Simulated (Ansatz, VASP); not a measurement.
**Ni: VASP beside Ansatz**

INCAR

```
SYSTEM = Ni
  PREC = Accurate
  ENCUT = 520
  EDIFF = 1E-6
  ISMEAR = -1
  SIGMA = 0.05
  LREAL = .False.
  LASPH = .True.
  NELM = 150
  ALGO = Normal
  ISIF = 2
  LWAVE = .False.
  LCHARG = .False.
  ISPIN = 2
  MAGMOM = 1.5
  LORBIT = 11
  LMAXMIX = 4
  GGA = PE
  NBANDS = 15
```

KPOINTS

```
regular mesh
0
Gamma
  20 20 20
  0 0 0
```

POSCAR

```
Ni
1.0
    0.0000000000      1.7825618196      1.7825618196
    1.7825618196      0.0000000000      1.7825618196
    1.7825618196      1.7825618196      0.0000000000
Ni
1
Direct
    0.0000000000      0.0000000000      0.0000000000
```

Input for Ansatz:

```yaml
crystal:
  lattice:
    - [0.0, 1.7825618196, 1.7825618196]
    - [1.7825618196, 0.0, 1.7825618196]
    - [1.7825618196, 1.7825618196, 0.0]
  atoms:
    - { symbol: Ni, position: [0.0, 0.0, 0.0], spin: 1.5 }
magnetization:
  spin_polarized: true
kpoints:
  mp_grid: { grid: [20, 20, 20] }
scf:
  occupations: { method: fermi_dirac, width: 0.05 }
hamiltonian:
  xc: pbe
  pseudopotentials: { kind: all_electron, lapw: { basis_error: 0.00025 } }
output:
  forces: true
  stress: true
  eigenvalues: true
```

Change from the starting cell: volume scaled by 1.025.

Alike in both runs: task single point; functional PBE; k mesh 20 × 20 × 20; occupations fermi-dirac, width 0.05 eV; collinear spin.

|  | VASP | Ansatz |
| --- | --- | --- |
| version | VASP 6.6.1 | Ansatz 0.2.0 |
| potentials or method | VASP PAW PBE potentials, release 64 (Ni) | all-electron LAPW, scalar-relativistic |
| plane-wave cutoff (eV) | 520 | see its input |

|  | VASP | Ansatz | Ansatz less VASP |
| --- | --- | --- | --- |
| pressure (GPa) | -7.0 | -7.1 | -0.12 |
| net moment per atom (μB) | 0.63 | 0.64 | +0.011 |
| size of the moment on the site where the two differ most (μB) | 0.65 | 0.67 | +0.020 |

Site moments also hang on the region over which each program counts them. Ansatz ran all-electron here, so the differences hold the error of VASP's frozen core and of both bases.
